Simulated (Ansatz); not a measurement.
**SiO2: response to strain**

Aim: deform SiO2 (zz strain of -2 %) and compute stress, forces and field gradients with LAPW, PAW and all-electron datasets made for the crystal.

Program: Ansatz 0.2.0. Level of theory: DFT PBE, scalar-relativistic. These are calculated values, not measurements.

## Step 1: The structure to begin with

It takes space group I-42d (No. 122, tetragonal). Conventional cell: a = 4.748 Å, b = 4.748 Å, c = 7.488 Å, α = 90.00°, β = 90.00°, γ = 90.00°. Si (site symmetry -4) is surrounded by 4 O at 1.62 Å. O (site symmetry 2) is surrounded by 2 Si at 1.62 Å.

Structure file:

```xyz
6
Lattice="-2.3740 2.3740 3.7440 2.3740 -2.3740 3.7440 2.3740 2.3740 -3.7440" Properties=species:S:1:pos:R:3 pbc="T T T"
Si    0.0000    0.0000    0.0000
Si    0.0000    2.3740    1.8720
O     1.1870    2.9599    2.8080
O     0.5858    1.1870    0.9360
O    -1.1870    1.7882    2.8080
O    -0.5858    3.5611    0.9360
```

Atoms are numbered in the order of the input: Si1, Si2, O3, O4, O5, O6.

## Step 2: The deformed structure

Space group I-42d before, I-42d after.

## Step 3: LAPW, all electrons

input.yaml

```yaml
crystal:
  lattice:
    - [-2.37405, 2.37405, 3.66912]
    - [2.37405, -2.37405, 3.66912]
    - [2.37405, 2.37405, -3.66912]
  atoms:
    - { symbol: Si, position: [0.0, 0.0, 0.0] }
    - { symbol: Si, position: [0.75, 0.25, 0.5] }
    - { symbol: O, position: [0.99838, 0.625, 0.87338] }
    - { symbol: O, position: [0.375, 0.24838, 0.37338] }
    - { symbol: O, position: [0.75162, 0.125, 0.12662] }
    - { symbol: O, position: [0.875, 0.00162, 0.62662] }
kpoints:
  mp_grid: { grid: [7, 7, 7] }
  band_path:
    path:
      - [0.0, 0.0, 0.0]
      - [0.0, 0.0, 0.5]
      - [0.25, 0.25, 0.25]
      - [0.0, 0.5, 0.0]
      - [0.0, 0.0, 0.0]
      - [0.5, 0.5, -0.5]
      - [0.3546636558, 0.6453363442, -0.3546636558]
      - [-0.3546636558, 0.3546636558, 0.3546636558]
      - [0.0, 0.0, 0.0]
    npoints: 5
scf:
  occupations: { method: fermi_dirac, width: 0.03 }
hamiltonian:
  xc: pbe
  pseudopotentials: { kind: all_electron, lapw: { basis_error: 0.001 } }
output:
  forces: true
  stress: true
  eigenvalues: true
```

Launch:

```sh
$ ansatz run input.yaml --threads 2 --pin off --max-ram 6144MiB --backend cpu --events-out ev --progress --plain --runs-dir out
```

The program printed (excerpt; [...] marks lines left out):

```text
LAPW: plane waves up to 12.077 Å⁻¹, error target 1.0e-3 eV per atom; small_component_spin mean_spin; O in spheres of 0.776 Å, 8 of its electrons in bands, Dirac shells []; Si in spheres of 0.834 Å, 12 of its electrons in bands, Dirac shells []
[...]
Pseudopotentials: kind: all_electron
Pseudopotential: Si, LAPW, valence charge 12, Koelling and Harmon's equation, gaussian nucleus
Pseudopotential: O, LAPW, valence charge 8, Koelling and Harmon's equation, gaussian nucleus
Functional definition: PBE
[...]
Crystal: 6 atoms, lattice volume = 82.718 Å³
Basis set: ecut = 555.6693698788285 eV, 2447 PW (Γ), exchange–correlation at level 2
Bands: 34, of which v1, the nominal top of the filled ones, is band 28 counted from 1 (27 counted from 0)
Symmetry: 8 space group operations
Space group: I-42d (ITA 122), of the structure as read, at distance tolerance 4.4e-5 Å
k-points: 40 of 343 (time reversal used)
[...]
SCF iter   1: F=—  HF=-23991.088710 eV  |F-HF|=—  |Δ(HF+E_count)|=         —  Δρ=1.37e-1  dr2=1.43e1  ethr=2.55e-2  ⟨swp⟩=2.0  Hψ=9682  notcnv=0
[...]
the basis was enlarged: its passes take 1.3 MiB over the memory plan, 2 of 2 planned eigensolver slots
[...]
SCF iter   8: F=-23984.767545 eV  HF=-23984.767545 eV  |F-HF|=5.52e-8  |Δ(HF+E_count)|=   1.30e-6  Δρ=5.78e-6  dr2=2.90e-8  ethr=7.07e-10  ⟨swp⟩=3.0  Hψ=4363  notcnv=0
[...]
NSCF: frozen V_eff on 41 k-points
SCF converged after 8 iterations
Free energy (F): -23984.767545 eV
[...]
E sigma→0 (E₀):  -23984.767545 eV
Fermi energy:    5.085354 eV
[...]
--- Forces (eV/Å), atoms counted from 1 ---
  atom   1  Si     0.00000000     0.00000000    -0.00000000
  atom   2  Si     0.00000000    -0.00000000    -0.00000000
  atom   3  O      0.00000000     0.37307718    -0.00000000
  atom   4  O      0.37307718     0.00000000    -0.00000000
  atom   5  O      0.00000000    -0.37307718    -0.00000000
  atom   6  O     -0.37307718    -0.00000000    -0.00000000
[...]
--- Stress (GPa, compression-positive) ---
        7.532990       0.000000       0.000000
        0.000000       7.532990       0.000000
        0.000000       0.000000       6.672099
  P = ⅓ Tr σ = 7.2460 GPa (72.460 kbar)
--- Band table (eV; the first three rows and the last of 40) ---
[...]
```

Run time: 86 s. Hardware: 2 threads of Arm Neoverse V2, shared host; peak memory 0.7 GiB.

This run gives: pressure 7.25 GPa; gap 6.22 eV, direct at Γ; largest force 0.373 eV/Å.

## Step 4: Frozen-core PAW

input.yaml

```yaml
crystal:
  lattice:
    - [-2.37405, 2.37405, 3.66912]
    - [2.37405, -2.37405, 3.66912]
    - [2.37405, 2.37405, -3.66912]
  atoms:
    - { symbol: Si, position: [0.0, 0.0, 0.0] }
    - { symbol: Si, position: [0.75, 0.25, 0.5] }
    - { symbol: O, position: [0.99838, 0.625, 0.87338] }
    - { symbol: O, position: [0.375, 0.24838, 0.37338] }
    - { symbol: O, position: [0.75162, 0.125, 0.12662] }
    - { symbol: O, position: [0.875, 0.00162, 0.62662] }
kpoints:
  mp_grid: { grid: [7, 7, 7] }
scf:
  occupations: { method: fermi_dirac, width: 0.03 }
hamiltonian:
  xc: pbe
  pseudopotentials: { kind: paw }
output:
  forces: true
  stress: true
  eigenvalues: true
  efg: { contact_densities: true }
```

Launch:

```sh
$ ansatz run input.yaml --threads 2 --pin off --max-ram 6144MiB --backend cpu --events-out ev --progress --plain --runs-dir out
```

The program printed:

```text
Engine: ansatz 0.2.0
Pseudopotentials: kind: paw
Pseudopotential: Si, paw, valence charge 4, recommended cutoff 420 eV (normal)
Pseudopotential: O, paw, valence charge 6, recommended cutoff 420 eV (normal)
[... 1 set-up line as earlier in the session ...]
  parameter kappa = 0.804
  parameter beta = 0.06672455060314922
  exchange = pbe_x(kappa = kappa, mu = beta*pi^2/3)
  correlation = pbe_c(beta = beta)
Crystal: 6 atoms, lattice volume = 82.718 Å³
Basis set: ecut = 420 eV, 1613 PW (Γ), exchange–correlation on 72×72×72 points (8 copies of the dense FFT grid, shifted against one another)
Bands: 22, of which v1, the nominal top of the filled ones, is band 16 counted from 1 (15 counted from 0)
[... 2 set-up lines as earlier in the session ...]
k-points: 40 of 343 (time reversal used)
Non-local potential: Si, projectors of the file, l = 0: 2, l = 1: 2, l = 2: 2
Non-local potential: O, projectors of the file, l = 0: 2, l = 1: 2, l = 2: 1
PAW form: soft (Blöchl's): semilocal exchange-correlation on the pseudo side does not see the compensation charge
PAW one-centre angular grid: Si, 110 points (default); XC on 64 Gauss nodes
PAW one-centre angular grid: O, 110 points (default); XC on 64 Gauss nodes
Initial density: superposition of atomic densities (neutral atoms: chi_scale 0, normalization atom), corrected by the library's trained network
Initial wavefunctions: pseudopotential atomic-orbital guess
Functional: x = pbe(κ = 0.804, μ = 0.2195149727645171), c = pbe(β = 0.06672455060314922)
SCF iter   1: F=—  HF=-3548.074562 eV  |F-HF|=—  |Δ(HF+E_count)|=         —  Δρ=1.07e-3  dr2=2.71e-4  ethr=1.77e-3  ⟨swp⟩=6.9  Hψ=5210  notcnv=0
preconditioner: auto → none  [insulator: Δε(μ)=6.209 eV  Ē_g=16.900 eV  σ=0.030 eV  W_gap=1.00  n_scr=14 (ndim 8)  ℏωp=23.1 eV  f_vac=0.203  D(μ)=0.00/eV (n_scr^D=0)  ε∞_Penn≈2.9]
SCF iter   2: F=—  HF=-3548.077212 eV  |F-HF|=—  |Δ(HF+E_count)|=   2.65e-3  Δρ=6.22e-4  dr2=1.04e-4  ethr=8.48e-7  ⟨swp⟩=3.0  Hψ=2261  notcnv=0  defer=65
SCF iter   3: F=—  HF=-3548.077611 eV  |F-HF|=—  |Δ(HF+E_count)|=   3.99e-4  Δρ=2.61e-4  dr2=1.85e-5  ethr=3.23e-7  ⟨swp⟩=2.0  Hψ=1288  notcnv=0  defer=27
automatic band count: iteration 3 solves 21 bands in place of 22: the levels show a gap, and the empty bands left out lie too high to hold charge; the band table lists the bands solved (type scf.n_extra_bands for more)
SCF iter   4: F=—  HF=-3548.077690 eV  |F-HF|=—  |Δ(HF+E_count)|=   7.86e-5  Δρ=6.57e-5  dr2=2.07e-6  ethr=5.77e-8  ⟨swp⟩=2.0  Hψ=1448  notcnv=0  defer=27
SCF iter   5: F=—  HF=-3548.077689 eV  |F-HF|=—  |Δ(HF+E_count)|=   5.99e-7  Δρ=2.68e-5  dr2=2.46e-7  ethr=6.47e-9  ⟨swp⟩=2.0  Hψ=1288  notcnv=0  defer=27
SCF iter   6: F=-3548.077689 eV  HF=-3548.077689 eV  |F-HF|=4.02e-9  |Δ(HF+E_count)|=   4.35e-8  Δρ=1.67e-6  dr2=8.35e-10  ethr=3.13e-10  ⟨swp⟩=8.6  Hψ=3867  notcnv=0
SCF 1 converged in 6 iterations: F = -3548.077689 eV  dr2 = 8.35e-10
SCF converged after 6 iterations
Free energy (F): -3548.077689 eV
Harris-Foulkes:  -3548.077689 eV  (|F-HF|=4.02e-9)
Internal energy: -3548.077689 eV  (E = F + TS)
E sigma→0 (E₀):  -3548.077689 eV
Fermi energy:    4.454317 eV
--- Per-component energies (eV) ---
  E_band       = -167.388712
  E_kinetic    = 807.437286
  E_local      = -2190.244609  (includes V_loc(G=0)·N_el)
  E_nonlocal   = 241.270063
  E_hartree    = 801.439993
  E_xc         = -409.430496
  E_vxc        = -475.313750  (∫ρ·V_xc dr)
  E_paw        = -1662.724332  (= ΣΔE_a)
  E_vpaw       = -153.427809  (= ΣTr[D̂ρ^β])
  E_aug_tail   = 0.010428  (compensation charges beyond the density's cutoff)
  E_ewald      = -1135.836023
  E_smearing   = -0.000000  (= −TS)
  E_closure    = -0.000000  (closes the sum)
  Σ components = -3548.077689   (vs F -3548.077689, Δ=0.00e0)
--- Forces (eV/Å), atoms counted from 1 ---
  atom   1  Si     0.00000000    -0.00000000     0.00000000
  atom   2  Si    -0.00000000     0.00000000     0.00000000
  atom   3  O     -0.00000000     0.37338803    -0.00000000
  atom   4  O      0.37338803     0.00000000    -0.00000000
  atom   5  O     -0.00000000    -0.37338803     0.00000000
  atom   6  O     -0.37338803     0.00000000    -0.00000000
  max |Σ_I F_I| component: 9.97e-18 eV/Å
--- Stress (GPa, compression-positive) ---
        7.543347       0.000000       0.000000
       -0.000000       7.543347       0.000000
       -0.000000       0.000000       6.693645
  P = ⅓ Tr σ = 7.2601 GPa (72.601 kbar)
--- PAW observables at the nuclei: V_zz in 10²¹ V/m², potentials from the cell's mean, atoms counted from 1 ---
  atom   1  Si V_zz =    -0.316545   η = 0.0000   by run symmetry: allowed
            electrostatic potential = -1354.226800 V   contact ρ = 12801.678720 e/Å³
  atom   2  Si V_zz =    -0.316545   η = 0.0000   by run symmetry: allowed
            electrostatic potential = -1354.226800 V   contact ρ = 12801.678720 e/Å³
  atom   3  O  V_zz =    +8.550608   η = 0.2989   by run symmetry: allowed
            electrostatic potential = -618.373404 V   contact ρ = 2153.890907 e/Å³
  atom   4  O  V_zz =    +8.550608   η = 0.2989   by run symmetry: allowed
            electrostatic potential = -618.373404 V   contact ρ = 2153.890907 e/Å³
  atom   5  O  V_zz =    +8.550608   η = 0.2989   by run symmetry: allowed
            electrostatic potential = -618.373404 V   contact ρ = 2153.890907 e/Å³
  atom   6  O  V_zz =    +8.550608   η = 0.2989   by run symmetry: allowed
            electrostatic potential = -618.373404 V   contact ρ = 2153.890907 e/Å³
--- Band table (eV; the first three rows and the last of 40) ---
  k-point 0: bands = ["-17.8608", "-15.6862", "-15.6862", "-15.6480", "-7.4704", "-3.9895", "-3.9895", "-3.6629", "-1.2141", "-0.6782", "-0.0454", "-0.0454", "0.0131", "0.3009", "1.3072", "1.3072", "7.5148", "10.1570", "12.9370", "12.9370", "13.0574"]
  k-point 1: bands = ["-17.7704", "-15.8225", "-15.6969", "-15.6599", "-7.2809", "-4.1902", "-3.8835", "-3.5324", "-1.2874", "-0.5955", "-0.3432", "-0.0804", "-0.0414", "0.4350", "1.2692", "1.2732", "7.9929", "10.4647", "12.2333", "12.7434", "12.9941"]
  k-point 2: bands = ["-17.5104", "-16.1770", "-15.7191", "-15.6921", "-6.7663", "-4.6441", "-3.6142", "-3.3373", "-1.4423", "-0.8292", "-0.4717", "-0.3570", "0.0640", "0.6321", "1.1721", "1.1995", "9.1536", "11.1873", "11.6631", "12.1333", "12.9062"]
  k-point 39: bands = ["-16.9479", "-16.8494", "-15.7321", "-15.7210", "-5.5422", "-5.3224", "-3.4067", "-3.3334", "-1.2915", "-1.0192", "-0.7626", "-0.3186", "-0.1999", "-0.0145", "1.1178", "1.1778", "10.6037", "10.6982", "11.0612", "11.2720", "13.5084"]
```

Wall time 3.5 s (2 threads of Arm Neoverse V2, shared host); peak memory 0.33 GiB.

Read from it: pressure 7.26 GPa; gap on the k mesh 6.21 eV (an odd mesh misses the zone boundary); largest force 0.373 eV/Å; Vzz Si1 -0.32 (η = 0.00), O3 8.55 (η = 0.30) (10²¹ V/m²).

## Step 5: All-electron PAW on datasets made for the crystal

Edit input.yaml of step 4 so:

```diff
@@ -18,3 +18,3 @@
   xc: pbe
-  pseudopotentials: { kind: paw }
+  pseudopotentials: { kind: all_electron, datasets: crystal }
 output:
```

Launch:

```sh
$ ansatz run input.yaml --threads 2 --pin off --max-ram 6144MiB --backend cpu --events-out ev --progress --plain --runs-dir out
```

The program printed:

```text
hamiltonian.pseudopotentials.datasets: crystal makes datasets for this crystal and solves the spheres of its atoms anew in each pass: cutoff 560.0 eV, the density's 2800.0 eV; for an error of 0.50 meV an atom under PBE, 3.0 meV for the cell; an energy difference from a run of another recipe may be off by several times the error for the cell, under r2SCAN by more, where some 0.1 meV an atom stays at smaller errors; O in spheres of 0.847 Å, 6 of its electrons in bands; Si in spheres of 0.762 Å, 4 of its electrons in bands, 8 on its site; only band paths and densities of states list, in semicore columns, the levels of the semicore shells that are solved separately: 2s of Si, 2p of Si
[... 2 set-up lines as earlier in the session ...]
Pseudopotential: Si, paw, valence charge 12, recommended cutoff 560 eV (normal), Koelling and Harmon's equation, gaussian nucleus
Pseudopotential: O, paw, valence charge 6, recommended cutoff 560 eV (normal), Koelling and Harmon's equation, gaussian nucleus
[... 5 set-up lines as earlier in the session ...]
Crystal: 6 atoms, lattice volume = 82.718 Å³
Basis set: ecut = 560 eV, 2495 PW (Γ), exchange–correlation on 90×90×90 points (8 copies of the dense FFT grid, shifted against one another)
Bands: 22, of which v1, the nominal top of the filled ones, is band 16 counted from 1 (15 counted from 0)
[... 2 set-up lines as earlier in the session ...]
k-points: 40 of 343 (time reversal used)
Non-local potential: Si, projectors of the file, l = 0: 1, l = 1: 1
Non-local potential: O, projectors of the file, l = 0: 1, l = 1: 2
[... 1 set-up line as earlier in the session ...]
PAW one-centre angular grid: Si, 110 points (default); XC on its mesh's 1805 points in the sphere
PAW one-centre angular grid: O, 110 points (default); XC on its mesh's 1889 points in the sphere
Initial density: superposition of atomic densities (neutral atoms: chi_scale 0, normalization atom)
[... 2 set-up lines as earlier in the session ...]
iter 1 solved again at ethr=6.76e-2 eV; its pass at ethr=1.00e-1 eV (dr2=2.16e1 eV) is discarded
SCF iter   1: F=—  HF=-23990.743568 eV  |F-HF|=—  |Δ(HF+E_count)|=         —  Δρ=1.72e-1  dr2=2.09e1  ethr=6.76e-2  ⟨swp⟩=2.0  Hψ=5134  notcnv=0
preconditioner: auto → none  [insulator: Δε(μ)=8.138 eV  Ē_g=18.577 eV  σ=0.030 eV  W_gap=1.00  n_scr=14 (ndim 8)  ℏωp=23.1 eV  f_vac=0.086  D(μ)=0.00/eV (n_scr^D=0)  ε∞_Penn≈2.5]
SCF iter   2: F=—  HF=-23985.360490 eV  |F-HF|=—  |Δ(HF+E_count)|=    5.38e0  Δρ=7.97e-2  dr2=2.28e0  ethr=6.55e-2  ⟨swp⟩=3.8  Hψ=2614  notcnv=0
iter 3 solved again at ethr=5.45e-4 eV; its pass at ethr=7.12e-3 eV (dr2=1.75e-1 eV) is discarded
SCF iter   3: F=—  HF=-23984.741505 eV  |F-HF|=—  |Δ(HF+E_count)|=   6.19e-1  Δρ=2.10e-2  dr2=1.72e-1  ethr=5.45e-4  ⟨swp⟩=3.1  Hψ=4231  notcnv=0  defer=14
SCF iter   4: F=—  HF=-23984.767920 eV  |F-HF|=—  |Δ(HF+E_count)|=   2.64e-2  Δρ=1.75e-3  dr2=2.26e-3  ethr=5.37e-4  ⟨swp⟩=4.0  Hψ=2032  notcnv=0  defer=12
SCF iter   5: F=—  HF=-23984.769498 eV  |F-HF|=—  |Δ(HF+E_count)|=   1.58e-3  Δρ=4.66e-4  dr2=1.33e-4  ethr=7.05e-6  ⟨swp⟩=4.4  Hψ=2515  notcnv=0  defer=26
SCF iter   6: F=—  HF=-23984.769508 eV  |F-HF|=—  |Δ(HF+E_count)|=   9.72e-6  Δρ=1.49e-4  dr2=6.75e-6  ethr=4.17e-7  ⟨swp⟩=3.2  Hψ=2131  notcnv=0  defer=6
SCF iter   7: F=—  HF=-23984.769522 eV  |F-HF|=—  |Δ(HF+E_count)|=   1.36e-5  Δρ=2.12e-5  dr2=2.40e-7  ethr=2.11e-8  ⟨swp⟩=3.1  Hψ=2108  notcnv=0  defer=5
SCF iter   8: F=-23984.769522 eV  HF=-23984.769522 eV  |F-HF|=2.49e-8  |Δ(HF+E_count)|=   1.29e-7  Δρ=7.39e-6  dr2=3.27e-8  ethr=7.51e-10  ⟨swp⟩=3.1  Hψ=2173  notcnv=0  defer=4
SCF 1 converged in 8 iterations: F = -23984.769518 eV  dr2 = 3.27e-8
  Residual-converged pass: ⟨swp⟩=4.0  Hψ=2240  notcnv=0  max |occ|·‖R‖ = 6.7e-6 eV (tolerance 6.7e-6 eV)  dr2=3.65e-8  dr2_onsite=1.96e-8  max |Δocc| = 0.0e0
SCF converged after 8 iterations
Free energy (F): -23984.769518 eV
Harris-Foulkes:  -23984.769518 eV  (|F-HF|=2.49e-8)
Internal energy: -23984.769518 eV  (E = F + TS)
E sigma→0 (E₀):  -23984.769518 eV
Past the cutoff: the bands carry plane waves up to 1.75 times it, of which those up to 1.5 times it add -0.000101 eV an atom, each by itself; the spheres take 0.000124 eV an atom off the energy for waves past 1.75 times it
By the cutoff:   a pressure is off by up to 0.006 GPa (1.2 times the spheres' own share and the shells' term, over an atom's volume, and 0.004 GPa: a bound that held against runs at twice the plane waves)
Past the cutoffs: a stress includes 0.0020 GPa for waves and charges beyond them, in addition to the slope of what the spheres take
In the spheres:  the bands' charges fall short by 1.4e-7 e at most (sound up to 1e-3), those of shells solved beside the bands by 2.0e-7 e (sound up to 5e-4)
Fermi energy:    5.085325 eV
--- Per-component energies (eV) ---
  The terms above E_closure are by the made datasets' own strengths, without shells solved beside the bands.
--- Forces (eV/Å), atoms counted from 1 ---
  atom   1  Si     0.00000000    -0.00000000    -0.00000000
  atom   2  Si     0.00000000     0.00000000    -0.00000000
  atom   3  O     -0.00000000     0.37346066     0.00000000
  atom   4  O      0.37346066     0.00000000    -0.00000000
  atom   5  O     -0.00000000    -0.37346066    -0.00000000
  atom   6  O     -0.37346066    -0.00000000    -0.00000000
  max |Σ_I F_I| component: 1.11e-16 eV/Å
--- Stress (GPa, compression-positive) ---
        7.534359      -0.000000       0.000000
       -0.000000       7.534359       0.000000
        0.000000       0.000000       6.674073
  P = ⅓ Tr σ = 7.2476 GPa (72.476 kbar)
  It holds what live shells' own plane waves past their cutoff add
--- PAW observables at the nuclei: V_zz in 10²¹ V/m², potentials from the cell's mean, atoms counted from 1 ---
  atom   1  Si V_zz =    -0.327024   η = 0.0000   by run symmetry: allowed
            electrostatic potential = -1354.250955 V   contact ρ = 12810.604789 e/Å³
  atom   2  Si V_zz =    -0.327024   η = 0.0000   by run symmetry: allowed
            electrostatic potential = -1354.250955 V   contact ρ = 12810.604789 e/Å³
  atom   3  O  V_zz =    +8.322449   η = 0.2971   by run symmetry: allowed
            electrostatic potential = -618.379610 V   contact ρ = 2154.397214 e/Å³
  atom   4  O  V_zz =    +8.322449   η = 0.2971   by run symmetry: allowed
            electrostatic potential = -618.379610 V   contact ρ = 2154.397195 e/Å³
  atom   5  O  V_zz =    +8.322449   η = 0.2971   by run symmetry: allowed
            electrostatic potential = -618.379610 V   contact ρ = 2154.397214 e/Å³
  atom   6  O  V_zz =    +8.322449   η = 0.2971   by run symmetry: allowed
            electrostatic potential = -618.379610 V   contact ρ = 2154.397195 e/Å³
--- Band table (eV; the first three rows and the last of 40) ---
  k-point 0: bands = ["-17.2276", "-15.0551", "-15.0551", "-15.0166", "-6.8432", "-3.3615", "-3.3615", "-3.0352", "-0.5876", "-0.0511", "0.5799", "0.5799", "0.6387", "0.9252", "1.9346", "1.9346", "8.1497", "10.7759", "13.5574", "13.5574"]
  k-point 1: bands = ["-17.1372", "-15.1913", "-15.0658", "-15.0286", "-6.6538", "-3.5625", "-3.2555", "-2.9047", "-0.6608", "0.0315", "0.2826", "0.5455", "0.5843", "1.0601", "1.8965", "1.9004", "8.6277", "11.0835", "12.8609", "13.3688"]
  k-point 2: bands = ["-16.8774", "-15.5453", "-15.0880", "-15.0608", "-6.1394", "-4.0167", "-2.9861", "-2.7096", "-0.8156", "-0.2030", "0.1549", "0.2697", "0.6906", "1.2579", "1.7991", "1.8264", "9.7882", "11.8053", "12.2890", "12.7583"]
  k-point 39: bands = ["-16.3153", "-16.2169", "-15.1011", "-15.0900", "-4.9156", "-4.6960", "-2.7783", "-2.7050", "-0.6644", "-0.3921", "-0.1359", "0.3080", "0.4267", "0.6121", "1.7451", "1.8050", "11.2346", "11.3286", "11.6822", "11.8926"]
```

Run time: 18 s. Hardware: 2 threads of Arm Neoverse V2, shared host; peak memory 0.98 GiB.

In short: pressure 7.25 GPa; gap on the k mesh 6.22 eV (an odd mesh misses the zone boundary); largest force 0.373 eV/Å; Vzz Si1 -0.33 (η = 0.00), O3 8.32 (η = 0.30) (10²¹ V/m²).

## Step 6: Stress and forces compared

Stress (GPa, compression positive):

```
          method    xx    yy    zz    yz    xz    xy
            LAPW  7.53  7.53  6.67  0.00  0.00  0.00
             PAW  7.54  7.54  6.69  0.00  0.00  0.00
crystal datasets  7.53  7.53  6.67  0.00  0.00  0.00
```

Forces (eV/Å):

```csv
atom,LAPW x,LAPW y,LAPW z,PAW x,PAW y,PAW z,crystal datasets x,crystal datasets y,crystal datasets z
Si1,0.000,0.000,0.000,0.000,0.000,0.000,0.000,0.000,0.000
Si2,0.000,0.000,0.000,0.000,0.000,0.000,0.000,0.000,0.000
O3,0.000,0.373,0.000,0.000,0.373,0.000,0.000,0.373,0.000
O4,0.373,0.000,0.000,0.373,0.000,0.000,0.373,0.000,0.000
O5,0.000,-0.373,0.000,0.000,-0.373,0.000,0.000,-0.373,0.000
O6,-0.373,0.000,0.000,-0.373,0.000,0.000,-0.373,0.000,0.000
```

| method | pressure (GPa) | gap on the k mesh (eV) | largest force (eV/Å) | Vzz Si1 (10²¹ V/m²) | Vzz O3 (10²¹ V/m²) | SCF cycles, all passes |
| --- | --- | --- | --- | --- | --- | --- |
| LAPW | 7.25 | 6.22 | 0.373 | – | – | 8 |
| PAW | 7.26 | 6.21 | 0.373 | -0.32 | 8.55 | 6 |
| crystal datasets | 7.25 | 6.22 | 0.373 | -0.33 | 8.32 | 8 |

## Step 7: Summary of results

| quantity | value |
| --- | --- |
| pressure | LAPW 7.25, PAW 7.26, crystal datasets 7.25 GPa |
| largest shear or deviatoric stress (LAPW) | 0.57 GPa |

What this shows: The largest part of the stress beyond the pressure is 0.57 GPa in size, in the zz component; the atoms are carried along and not relaxed. No run of the undeformed cell stands beside it, so the pressure holds what the given cell had before the change. PAW: stress within 0.02 GPa of LAPW, forces within 1 meV/Å. Crystal datasets: stress within 0.01 GPa of LAPW, forces within 1 meV/Å.
